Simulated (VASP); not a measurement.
# Black phosphorene and its bilayer, part 4 of 8

What are the lattice, gap and band positions of black phosphorene, and what does a second sheet change?

VASP 6.6.1; PBE with D3(BJ); plane waves and PAW (P).

So far. Step 10 (A rigid stacking, stacking same orientation, shift 0.50 …): Energy at zero smearing: -44.99314 eV.

## Step 11: Relaxing the bilayer

The lowest stacking relaxes at the monolayer's lattice.

Input file INCAR:

```
SYSTEM = P
PREC = Normal
ENCUT = 350
EDIFF = 1E-06
NELM = 120
ISMEAR = 0
SIGMA = 0.03
LREAL = .FALSE.
ALGO = Fast
GGA = PE
IVDW = 12
NBANDS = 28
LORBIT = 11
LWAVE = .FALSE.
LCHARG = .FALSE.
KPAR = 4
IBRION = 2
NSW = 50
ISIF = 2
EDIFFG = -0.015
POTIM = 0.4
MAXMIX = 40
IDIPOL = 3
LDIPOL = .TRUE.
DIPOL = 0.5 0.5 0.5
```

Input file POSCAR:

```
P
1.0
    4.4348820646      0.0000000000      0.0000000000
    0.0000000000      3.2914999311      0.0000000000
    0.0000000000      0.0000000000     24.3342626128
P
8
Direct
    0.0826895800      0.0000000000      0.3493017300
    0.4173104200      0.5000000000      0.3493017300
    0.5826895800      0.5000000000      0.4363038000
    0.9173104200      0.0000000000      0.4363038000
    0.0826895800      0.5000000000      0.5636962000
    0.4173104200      0.0000000000      0.5636962000
    0.5826895800      0.0000000000      0.6506982700
    0.9173104200      0.5000000000      0.6506982700
```

Input file KPOINTS:

```
Automatic mesh
0
Gamma
7 9 1
0 0 0
```

PAW data sets: P (PBE family, release 64).

Started as:

```console
> mpirun -np 4 vasp_std
```

The program printed:

```text
[... set-up lines as in an earlier step ...]
 entering main loop
       N       E                     dE             d eps       ncg     rms          rms(c)
[... 5 cycles as in an earlier step ...]
RMM:   6    -0.430024026801E+02    0.27425E+00   -0.15667E-01  1120   0.157E+00    0.883E+00
RMM:   7    -0.428802502486E+02    0.12215E+00   -0.37626E-01  1120   0.245E+00    0.378E-01
RMM:   8    -0.428795063679E+02    0.74388E-03   -0.36986E-02  1140   0.100E+00    0.122E-01
RMM:   9    -0.428803412769E+02   -0.83491E-03   -0.90875E-03  1312   0.439E-01    0.164E-01
RMM:  10    -0.428804496362E+02   -0.10836E-03   -0.11954E-03  1368   0.149E-01    0.200E-01
RMM:  11    -0.428805779221E+02   -0.12829E-03   -0.45101E-04  1165   0.829E-02    0.106E-01
RMM:  12    -0.428806766449E+02   -0.98723E-04   -0.16775E-04  1218   0.494E-02    0.967E-02
RMM:  13    -0.428809309428E+02   -0.25430E-03   -0.74454E-05  1123   0.329E-02    0.663E-02
RMM:  14    -0.428810055404E+02   -0.74598E-04   -0.24345E-05  1088   0.173E-02    0.563E-02
RMM:  15    -0.428810931336E+02   -0.87593E-04   -0.12546E-05   990   0.123E-02    0.496E-02
RMM:  16    -0.428811101315E+02   -0.16998E-04   -0.68637E-06   887   0.788E-03    0.478E-02
RMM:  17    -0.428811319305E+02   -0.21799E-04   -0.34761E-06   815   0.528E-03    0.436E-02
RMM:  18    -0.428811542150E+02   -0.22284E-04   -0.14671E-06   772   0.375E-03    0.404E-02
RMM:  19    -0.428811757727E+02   -0.21558E-04   -0.18253E-06   781   0.346E-03    0.363E-02
RMM:  20    -0.428811812667E+02   -0.54941E-05   -0.53630E-07   632   0.228E-03    0.341E-02
RMM:  21    -0.428811855320E+02   -0.42652E-05   -0.58305E-07   722   0.233E-03    0.312E-02
RMM:  22    -0.428811859701E+02   -0.43812E-06   -0.24611E-07   520   0.168E-03
   1 F= -.45320818E+02 E0= -.45320818E+02  d E =-.453208E+02
 curvature:   0.00 expect dE= 0.000E+00 dE for cont linesearch  0.000E+00
 trial: gam= 0.00000 g(F)=  0.243E-02 g(S)=  0.000E+00 ort = 0.000E+00 (trialstep = 0.100E+01)
 search vector abs. value=  0.243E-02
 bond charge predicted
       N       E                     dE             d eps       ncg     rms          rms(c)
DAV:   1    -0.428826212939E+02   -0.14358E-02   -0.60238E-02  1320   0.102E+00    0.146E-01
RMM:   2    -0.428827635775E+02   -0.14228E-03   -0.45228E-03  1125   0.329E-01    0.321E-01
RMM:   3    -0.428828706786E+02   -0.10710E-03   -0.86002E-04  1162   0.168E-01    0.845E-02
RMM:   4    -0.428829895422E+02   -0.11886E-03   -0.19396E-04  1284   0.761E-02    0.151E-01
RMM:   5    -0.428830124550E+02   -0.22913E-04   -0.39350E-05  1378   0.291E-02    0.172E-01
RMM:   6    -0.428830122627E+02    0.19231E-06   -0.26363E-05  1121   0.172E-02    0.126E-01
RMM:   7    -0.428830013652E+02    0.10897E-04   -0.19051E-05  1114   0.147E-02    0.876E-02
RMM:   8    -0.428830029101E+02   -0.15449E-05   -0.69098E-06  1034   0.906E-03    0.866E-02
RMM:   9    -0.428830029344E+02   -0.24296E-07   -0.16316E-06   737   0.535E-03
   2 F= -.45322541E+02 E0= -.45322541E+02  d E =-.172350E-02
[... from here on, the cycles between the ionic steps are left out ...]
   3 F= -.45322877E+02 E0= -.45322877E+02  d E =-.205903E-02
   4 F= -.45322933E+02 E0= -.45322933E+02  d E =-.211486E-02
   5 F= -.45323249E+02 E0= -.45323249E+02  d E =-.316107E-03
   6 F= -.45323451E+02 E0= -.45323451E+02  d E =-.518118E-03
   7 F= -.45323665E+02 E0= -.45323665E+02  d E =-.214071E-03
   8 F= -.45324305E+02 E0= -.45324305E+02  d E =-.853855E-03
   9 F= -.45325429E+02 E0= -.45325429E+02  d E =-.197794E-02
  10 F= -.45327241E+02 E0= -.45327241E+02  d E =-.379067E-02
  11 F= -.45328761E+02 E0= -.45328761E+02  d E =-.531053E-02
  12 F= -.45328757E+02 E0= -.45328757E+02  d E =-.530629E-02
  13 F= -.45328762E+02 E0= -.45328762E+02  d E =-.531162E-02
  14 F= -.45328471E+02 E0= -.45328471E+02  d E =0.290906E-03
 trial-energy change:    0.000291  1 .order    0.000296   -0.000364    0.000955
 step:   1.1847(harm=  1.1667)  dis= 0.00166  next Energy=   -45.328813 (dE=-0.511E-04)
 bond charge predicted
       N       E                     dE             d eps       ncg     rms          rms(c)
DAV:   1    -0.428572517632E+02   -0.14822E-02   -0.49393E-02  1120   0.982E-01    0.125E-01
RMM:   2    -0.428575273397E+02   -0.27558E-03   -0.26926E-03  1120   0.284E-01    0.448E-02
RMM:   3    -0.428575859371E+02   -0.58597E-04   -0.71627E-04  1257   0.131E-01    0.256E-02
RMM:   4    -0.428576084416E+02   -0.22505E-04   -0.13577E-04  1428   0.561E-02    0.166E-02
RMM:   5    -0.428576093599E+02   -0.91825E-06   -0.10550E-05  1013   0.155E-02    0.131E-02
RMM:   6    -0.428576073399E+02    0.20200E-05   -0.17279E-06   768   0.594E-03    0.796E-03
RMM:   7    -0.428576066755E+02    0.66440E-06   -0.26797E-06   823   0.490E-03
  15 F= -.45328811E+02 E0= -.45328811E+02  d E =-.485467E-04
 curvature:  -2.01 expect dE=-0.573E-05 dE for cont linesearch -0.299E-06
 trial: gam= 0.03449 g(F)=  0.285E-05 g(S)=  0.000E+00 ort =-0.664E-05 (trialstep = 0.362E+01)
 search vector abs. value=  0.274E-05
 reached required accuracy - stopping structural energy minimisation
```

Wall time 78 s (4 MPI ranks of Intel Xeon 6975P-C (Granite Rapids), shared host); peak memory 0.97 GiB; 4.6 min of CPU time.

Parts of OUTCAR (step 11):

```text
   NELECT =      40.0000    total number of electrons

 Edisp (eV)   -2.47270

 E-fermi :   0.3866

 k-point     1 :       0.0000    0.0000    0.0000
  band No.  band energies     occupation
    ...
     16      -2.1021      2.00000
     17      -1.9147      2.00000
     18      -1.8583      2.00000
     19      -0.7602      2.00000
     20       0.2362      2.00000
     21       0.5292      0.00000
     22       1.0214      0.00000
     23       1.1710      0.00000
     24       1.4475      0.00000
     25       2.4037      0.00000
    ...

 Edisp (eV)   -2.47120

  Total      -1.05049    -0.39087    -0.04539    -0.00000     0.00000     0.00000
  in kB      -4.73815    -1.76297    -0.20473    -0.00000     0.00000     0.00000
  external pressure =       -2.24 kB  Pullay stress =        0.00 kB

 POSITION                                       TOTAL-FORCE (eV/Angst)
 -----------------------------------------------------------------------------------
      0.36626      0.00000      8.55339        -0.001140     -0.000000     -0.002836
      1.85118      1.64575      8.55339         0.001140      0.000000     -0.002836
      2.58076      1.64575     10.67829        -0.002667     -0.000000      0.001404
      4.07156      0.00000     10.67829         0.002667     -0.000000      0.001404
      0.36332      1.64575     13.65597        -0.002667     -0.000000     -0.001404
      1.85412      0.00000     13.65597         0.002667     -0.000000     -0.001404
      2.58371      0.00000     15.78088        -0.001140     -0.000000      0.002836
      4.06862      1.64575     15.78088         0.001140     -0.000000      0.002836
 -----------------------------------------------------------------------------------
    total drift:                                0.000000      0.000000      0.000000

  FREE ENERGIE OF THE ION-ELECTRON SYSTEM (eV)
  ---------------------------------------------------
  free  energy   TOTEN  =       -45.3288108199 eV

  energy  without entropy=      -45.3288108198  energy(sigma->0) =      -45.32881082

 vacuum level on the upper side and lower side of the slab         4.633         4.633

[... 8 parts as in an earlier step ...]

[... 11 further parts left out ...]
```

Relaxation path:

| step | energy less that of the first step (eV) | largest force (eV/Å) |
| --- | --- | --- |
| 1 | 0.0000 | 0.1160 |
| 2 | -0.0017 | 0.0598 |
| 3 | -0.0021 | 0.0461 |
| 4 | -0.0021 | 0.0352 |
| 5 | -0.0024 | 0.0318 |
| 6 | -0.0026 | 0.0549 |
| 7 | -0.0028 | 0.0541 |
| 8 | -0.0035 | 0.0489 |
| 9 | -0.0046 | 0.0410 |
| 10 | -0.0064 | 0.0249 |
| 11 | -0.0079 | 0.0209 |
| 12 | -0.0079 | 0.0215 |
| 13 | -0.0079 | 0.0213 |
| 14 | -0.0077 | 0.0594 |
| 15 | -0.0080 | 0.0031 |

The atoms that moved most (Å):

| atom | dx | dy | dz | length |
| --- | --- | --- | --- | --- |
| P4 | 0.003 | 0.000 | 0.061 | 0.061 |
| P3 | -0.003 | 0.000 | 0.061 | 0.061 |
| P6 | 0.003 | 0.000 | -0.061 | 0.061 |
| P5 | -0.003 | 0.000 | -0.061 | 0.061 |
| P7 | 0.000 | 0.000 | -0.053 | 0.053 |
| P8 | 0.000 | 0.000 | -0.053 | 0.053 |
| P1 | 0.000 | 0.000 | 0.053 | 0.053 |
| P2 | 0.000 | 0.000 | 0.053 | 0.053 |

The relaxed structure:

```xyz
8
Lattice="4.4349 0.0000 0.0000 0.0000 3.2915 0.0000 0.0000 0.0000 24.3343" Properties=species:S:1:pos:R:3
P     0.3663    0.0000    8.5534
P     1.8512    1.6457    8.5534
P     2.5808    1.6457   10.6783
P     4.0716    0.0000   10.6783
P     0.3633    1.6457   13.6560
P     1.8541    0.0000   13.6560
P     2.5837    0.0000   15.7809
P     4.0686    1.6457   15.7809
```

This step gave:

| Item | Value |
| --- | --- |
| electronic cycles | 139 |
| free energy (TOTEN) | -45.33 eV |
| Fermi energy | 0.3866 eV |
| gap on the k-mesh | 0.2785 eV |
| least direct gap on the k-mesh | 0.2930 eV |

The run ended after 15 ionic steps, 0.008 eV below its first step, once the forces on the free atoms met EDIFFG = -0.015.

## Step 12: Levels and bands of the bilayer

The same static run as for one sheet shows what the neighbour does to the levels.

INCAR, as its differences from that of step 11:

```diff
@@ -16,8 +16,2 @@
 KPAR = 4
-IBRION = 2
-NSW = 50
-ISIF = 2
-EDIFFG = -0.015
-POTIM = 0.4
-MAXMIX = 40
 IDIPOL = 3
@@ -25 +19,4 @@
 DIPOL = 0.5 0.5 0.5
+LVHAR = .TRUE.
+LVACPOTAV = .TRUE.
+NEDOS = 1500
```

Input file POSCAR:

```
P
1.0
    4.4348820646      0.0000000000      0.0000000000
    0.0000000000      3.2914999311      0.0000000000
    0.0000000000      0.0000000000     24.3342626128
P
8
Direct
    0.0825871451      0.0000000000      0.3514955699
    0.4174128549      0.5000000000      0.3514955699
    0.5819237298      0.5000000000      0.4388170077
    0.9180762702      0.0000000000      0.4388170077
    0.0819237298      0.5000000000      0.5611829923
    0.4180762702      0.0000000000      0.5611829923
    0.5825871451      0.0000000000      0.6485044301
    0.9174128549      0.5000000000      0.6485044301
```

KPOINTS is that of step 11.

Input file KPOINTS_OPT:

```
Line mode
14
Line-mode
Reciprocal
  0.00000000   0.00000000   0.00000000 GAMMA
 -0.50000000   0.00000000   0.00000000 X

 -0.50000000   0.00000000   0.00000000 X
 -0.50000000  -0.50000000   0.00000000 S

 -0.50000000  -0.50000000   0.00000000 S
  0.00000000  -0.50000000   0.00000000 Y

  0.00000000  -0.50000000   0.00000000 Y
  0.00000000   0.00000000   0.00000000 GAMMA

  0.00000000   0.00000000   0.00000000 GAMMA
 -0.50000000  -0.50000000   0.00000000 S
```

Started as:

```console
> mpirun -np 4 vasp_std
```

The program printed:

```text
[... set-up lines as in an earlier step ...]
 entering main loop
       N       E                     dE             d eps       ncg     rms          rms(c)
DAV:   1     0.219101866620E+03    0.21910E+03   -0.11846E+04  1120   0.804E+02
DAV:   2    -0.196835622788E+02   -0.23879E+03   -0.23180E+03  1592   0.184E+02
DAV:   3    -0.425442979373E+02   -0.22861E+02   -0.22634E+02  1340   0.619E+01
DAV:   4    -0.432291402841E+02   -0.68484E+00   -0.68210E+00  1704   0.125E+01
DAV:   5    -0.432445685918E+02   -0.15428E-01   -0.15416E-01  1616   0.170E+00    0.147E+01
RMM:   6    -0.429767604930E+02    0.26781E+00   -0.15171E-01  1176   0.155E+00    0.878E+00
RMM:   7    -0.428566252125E+02    0.12014E+00   -0.36542E-01  1248   0.242E+00    0.372E-01
RMM:   8    -0.428559503115E+02    0.67490E-03   -0.36441E-02  1343   0.992E-01    0.128E-01
RMM:   9    -0.428567606456E+02   -0.81033E-03   -0.88160E-03  1554   0.430E-01    0.160E-01
RMM:  10    -0.428568919662E+02   -0.13132E-03   -0.11295E-03  1644   0.148E-01    0.145E-01
RMM:  11    -0.428571443001E+02   -0.25233E-03   -0.29366E-04  1377   0.723E-02    0.628E-02
RMM:  12    -0.428572295059E+02   -0.85206E-04   -0.21183E-04  1404   0.532E-02    0.104E-01
RMM:  13    -0.428572376484E+02   -0.81425E-05   -0.11441E-04  1426   0.377E-02    0.212E-02
RMM:  14    -0.428573142546E+02   -0.76606E-04   -0.40147E-05  1519   0.215E-02    0.761E-03
RMM:  15    -0.428574659844E+02   -0.15173E-03   -0.21826E-05  1338   0.161E-02    0.568E-03
RMM:  16    -0.428575253192E+02   -0.59335E-04   -0.31946E-05  1375   0.133E-02    0.212E-02
RMM:  17    -0.428575485617E+02   -0.23243E-04   -0.79569E-06  1195   0.916E-03    0.297E-03
RMM:  18    -0.428575624525E+02   -0.13891E-04   -0.57695E-06  1173   0.625E-03    0.565E-03
RMM:  19    -0.428575755162E+02   -0.13064E-04   -0.12199E-06   982   0.358E-03    0.283E-03
RMM:  20    -0.428575904145E+02   -0.14898E-04   -0.54972E-07   765   0.220E-03    0.789E-03
RMM:  21    -0.428575972660E+02   -0.68515E-05   -0.98875E-07   903   0.281E-03    0.422E-03
RMM:  22    -0.428576024424E+02   -0.51764E-05   -0.28034E-07   608   0.166E-03    0.383E-03
RMM:  23    -0.428576057773E+02   -0.33349E-05   -0.32866E-07   679   0.164E-03    0.203E-04
RMM:  24    -0.428576061418E+02   -0.36452E-06   -0.46397E-08   333   0.106E-03
 [... a notice as in an earlier step ...]

   1 F= -.45328810E+02 E0= -.45328810E+02  d E =-.432111E-12
 Start KPOINTS_OPT (optional k-point list driver)
k-point batch [1-20\70]
       N       E                     dE             ncg
DAV:   1    -0.137776013555E+03   -0.82991E+04     1120
DAV:   2    -0.445401920410E+04   -0.43162E+04     1716
DAV:   3    -0.491655321160E+04   -0.46253E+03     1384
DAV:   4    -0.493091776505E+04   -0.14365E+02     1752
DAV:   5    -0.493125646160E+04   -0.33870E+00     1704
DAV:   6    -0.493126357163E+04   -0.71100E-02     1740
DAV:   7    -0.493126379737E+04   -0.22574E-03     1672
DAV:   8    -0.493126380327E+04   -0.59037E-05     1504
DAV:   9    -0.493126380359E+04   -0.31780E-06     1112
[...]
k-point batch [61-70\70]
       N       E                     dE             ncg
DAV:   1     0.730065911342E+03   -0.87668E+04      560
DAV:   2    -0.162562061371E+04   -0.23557E+04      768
DAV:   3    -0.184753601307E+04   -0.22192E+03      660
DAV:   4    -0.185357226644E+04   -0.60363E+01      816
DAV:   5    -0.185370779468E+04   -0.13553E+00      768
DAV:   6    -0.185371427653E+04   -0.64819E-02      832
DAV:   7    -0.185371457372E+04   -0.29719E-03      784
DAV:   8    -0.185371458719E+04   -0.13476E-04      728
DAV:   9    -0.185371458789E+04   -0.69605E-06      568
```

Elapsed: 28 s, on 4 MPI ranks; peak memory 1.2 GiB.

OUTCAR, selected parts (step 12):

```text
   NELECT =      40.0000    total number of electrons

 E-fermi :   0.3716

 k-point     1 :       0.0000    0.0000    0.0000
  band No.  band energies     occupation
    ...
     16      -2.1024      2.00000
     17      -1.9150      2.00000
     18      -1.8586      2.00000
     19      -0.7604      2.00000
     20       0.2359      2.00000
     21       0.5290      0.00000
     22       1.0211      0.00000
     23       1.1707      0.00000
     24       1.4473      0.00000
     25       2.4034      0.00000
    ...

 Edisp (eV)   -2.47120

  Total      -1.05077    -0.39258    -0.04355    -0.00000     0.00000     0.00000
  in kB      -4.73941    -1.77070    -0.19642    -0.00000     0.00000     0.00000
  external pressure =       -2.24 kB  Pullay stress =        0.00 kB

 POSITION                                       TOTAL-FORCE (eV/Angst)
 -----------------------------------------------------------------------------------
      0.36626      0.00000      8.55339        -0.001274      0.000000     -0.002687
      1.85118      1.64575      8.55339         0.001274     -0.000000     -0.002687
      2.58076      1.64575     10.67829        -0.002494      0.000000      0.001871
      4.07156      0.00000     10.67829         0.002494      0.000000      0.001871
      0.36332      1.64575     13.65597        -0.002494      0.000000     -0.001871
      1.85412      0.00000     13.65597         0.002494      0.000000     -0.001871
      2.58371      0.00000     15.78088        -0.001274     -0.000000      0.002687
      4.06862      1.64575     15.78088         0.001274      0.000000      0.002687
 -----------------------------------------------------------------------------------
    total drift:                                0.000000     -0.000000      0.000000

  FREE ENERGIE OF THE ION-ELECTRON SYSTEM (eV)
  ---------------------------------------------------
  free  energy   TOTEN  =       -45.3288102859 eV

  energy  without entropy=      -45.3288102859  energy(sigma->0) =      -45.32881029

 vacuum level on the upper side and lower side of the slab         4.728         4.728

[... 10 parts as in an earlier step ...]

[... 8 further parts left out ...]
```

This step gave:

* electronic cycles: 24
* Fermi energy: 0.3716 eV
* least gap on mesh and path: 0.2659 eV
* least direct gap on mesh and path: 0.2931 eV
* vacuum levels: 4.728, 4.728 eV
* ionisation potentials of the upper and lower face: 4.492, 4.492 eV
* electron affinities of the upper and lower face: 4.226, 4.226 eV

The electronic bands at the labelled points (eV, zero at the valence-band top; v1 is the highest filled band, c1 the lowest empty one):

| point | v4 | v3 | v2 | v1 | c1 | c2 | c3 | c4 |
| --- | --- | --- | --- | --- | --- | --- | --- | --- |
| Γ | -2.15 | -2.09 | -1.00 | 0.00 | 0.29 | 0.79 | 0.93 | 1.21 |
| 0.46 of the way | -2.33 | -1.30 | -1.23 | -1.12 | 1.05 | 1.42 | 1.50 | 1.73 |
| X | -1.59 | -1.59 | -1.32 | -1.32 | 1.59 | 1.59 | 1.64 | 1.64 |
| 0.54 of the way | -2.38 | -2.38 | -1.67 | -1.67 | 2.08 | 2.08 | 2.61 | 2.61 |
| S | -1.89 | -1.89 | -1.89 | -1.89 | 1.99 | 1.99 | 1.99 | 1.99 |
| 0.46 of the way | -2.21 | -2.21 | -1.74 | -1.74 | 1.31 | 1.31 | 1.67 | 1.67 |
| Y | -2.73 | -2.73 | -2.38 | -2.38 | 0.78 | 0.78 | 0.78 | 0.78 |
| 0.54 of the way | -2.45 | -1.88 | -1.08 | -0.73 | 0.59 | 0.71 | 1.18 | 1.53 |
| Γ | -2.15 | -2.09 | -1.00 | 0.00 | 0.29 | 0.79 | 0.93 | 1.21 |
| 0.46 of the way | -2.18 | -2.07 | -1.68 | -1.26 | 1.30 | 1.33 | 1.83 | 1.98 |
| S | -1.89 | -1.89 | -1.89 | -1.89 | 1.99 | 1.99 | 1.99 | 1.99 |

The planar average of the electrostatic potential oscillates, so the rows of the table below give means over windows of 1 Å about each position, cut where the curve ends. Its maxima inside the range that stand out by 2 % of the span (Å: eV): 9.7: -1.00, 12.2: 2.92, 14.7: -1.00. Its minima: 8.6: -18.7, 10.6: -18.8, 13.7: -18.8, 15.8: -18.7.

Zero at the Fermi level. Planar average of the electrostatic potential against height; means over each step:

| height (Å) | planar average of the electrostatic potential (eV) |
| --- | --- |
| 0 | 4.36 |
| 1 | 4.36 |
| 2 | 4.36 |
| 3 | 4.36 |
| 4 | 4.36 |
| 5 | 4.35 |
| 6 | 4.31 |
| 7 | 3.52 |
| 8 | -7.79 |
| 9 | -10.7 |
| 10 | -6.76 |
| 11 | -12.2 |
| 12 | 2.06 |
| 13 | -5.86 |
| 14 | -12.4 |
| 15 | -5.21 |
| 16 | -13.7 |
| 17 | 2.11 |
| 18 | 4.24 |
| 19 | 4.35 |
| 20 | 4.36 |
| 21 | 4.36 |
| 22 | 4.36 |
| 23 | 4.36 |
| 24 | 4.36 |

Density of states in the PAW spheres, an atom over height of the layer and energy from the Fermi level.

Ten even steps from '0' (0.003 states/eV) to '9' (0.332 states/eV), each cell a mean:
```
1111
0000
0000
1111
4444
6666
9999
8778
7557
6666
7777
9999
7777
5555
5555
8888
7777
5555
3333
3333
0000
3333
```
Columns: height of the layer (Å) from 8.6 to 15.8 (not evenly spaced); rows upwards: energy from the Fermi level (eV) from -7.9 to 0.5.

The map of layer states is cut here 0.5 eV above the Fermi level, so it leaves out the states above that.

The vacuum level lies 4.49 eV above the highest filled level at the upper face; both faces agree, as the slab has next to no dipole.

The program found no field-free point at its default tolerance, but its printed level agrees with the flat part of the planar average.

[end of part 4 of 8]

[Lines on the potential files, build, host, timing and source positions are cut from VASP's logs without a mark.]

[Logs are printed without paths, hosts, clocks, repeated set-up lines and the standing remarks that a program may print on its own settings, such as how far it seeks lower states.]

[Hosts, paths, dates, database ids (printed as entryN), source tags and the programs' standing remarks are cut or masked in the printed files.]

[Runs that stopped without an error message from VASP are left out.]
